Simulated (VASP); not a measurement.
Crystal: Cl.

```xyz
4
Lattice="3.1450 -2.2500 0.0000 3.1450 2.2500 0.0000 0.0000 0.0000 8.2100" Properties=species:S:1:pos:R:3 pbc="T T T"
Cl    3.1450    0.5850    3.2840
Cl    3.1450    1.6650    7.3890
Cl    3.1450   -0.5850    4.9260
Cl    3.1450   -1.6650    0.8210
```

Program: VASP 6.6.1. Alike in all runs: task band structure; potentials or basis VASP PAW PBE potentials, release 64 (Cl); no spin polarisation; cell as given; k mesh 6 × 6 × 2; cutoff (eV) 520; smearing gaussian 0.02 eV.

Task: Order these runs on this cell by their band gap on the k mesh, lowest first.
A. level r2SCAN-EpsX; exchange at q = 0 truncated; share of exact exchange 0.3208
B. level HSE06; screening parameter 0.2 1/A
C. level HSE03
D. level PBE0; exchange at q = 0 truncated

Result: C (3.87 eV), B (4.17 eV), D (4.93 eV), A (5.77 eV).

